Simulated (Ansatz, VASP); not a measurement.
This is a calculation of InPd for VASP 6.6.1.

INCAR

```
ALGO = Fast ; EDIFF = 1E-6
ENCUT = 520 ; GGA = CA
ISIF = 2 ; ISMEAR = -1
LASPH = True ; LCHARG = True
LELF = True ; LREAL = False
LVHAR = True ; LWAVE = False
NBANDS = 18 ; NELM = 100
PREC = Accurate ; SIGMA = 0.05
```

The input KPOINTS:

```
k-points
0
Gamma
  8 8 8
```

Contents of POSCAR:

```
InPd
1.0
    3.3149408331      0.0000000000      0.0000000000
    0.0000000000      3.3149408331      0.0000000000
    0.0000000000      0.0000000000      3.3149408331
In Pd
1 1
Direct
    0.0000000000      0.0000000000      0.0000000000
    0.5000000000      0.5000000000      0.5000000000
```

Potentials or basis: VASP PAW LDA potentials, release 64 (In_d, Pd).

The run is started by

```console
$ cat potpaw_LDA.64/In_d/POTCAR potpaw_LDA.64/Pd/POTCAR > POTCAR
$ mpirun -np 1 vasp_std > vasp.out
```

Question: Translate it to Ansatz 0.2.0. Potentials there: Ansatz PAW.

Answer: As run (the cutoff follows the program's own potentials):

The input input.yaml:

```yaml
crystal:
  lattice:
    - [3.3149408331, 0.0, 0.0]
    - [0.0, 3.3149408331, 0.0]
    - [0.0, 0.0, 3.3149408331]
  atoms:
    - { symbol: In, position: [0.0, 0.0, 0.0] }
    - { symbol: Pd, position: [0.5, 0.5, 0.5] }
hamiltonian:
  xc: lda
  pseudopotentials: { kind: paw }
kpoints:
  mp_grid: { grid: [8, 8, 8] }
scf:
  occupations: { method: fermi_dirac, width: 0.05 }
output:
  forces: true
  stress: true
  eigenvalues: true
```

Potentials or basis: Ansatz PAW.

The run is started by

```sh
$ ansatz run input.yaml --threads 2 --pin off --max-ram 5632MiB --backend cpu --events-out ev --progress --plain --runs-dir out
```

Both were run:

|  | VASP | Ansatz | Ansatz less VASP |
| --- | --- | --- | --- |
| gap on the k mesh at the Fermi level (eV) | none | none | - |
| pressure (GPa) | -10.6 | -10.9 | -0.27 |

A gap of «none» marks a metal or a gap that the smearing closes. The two sets of potentials don't hold the same shells in valence.

Caveats: the PAW data sets come from PBE, with cores solved anew for the run's functional, which leaves a small shift of forces and pressure (Ansatz).
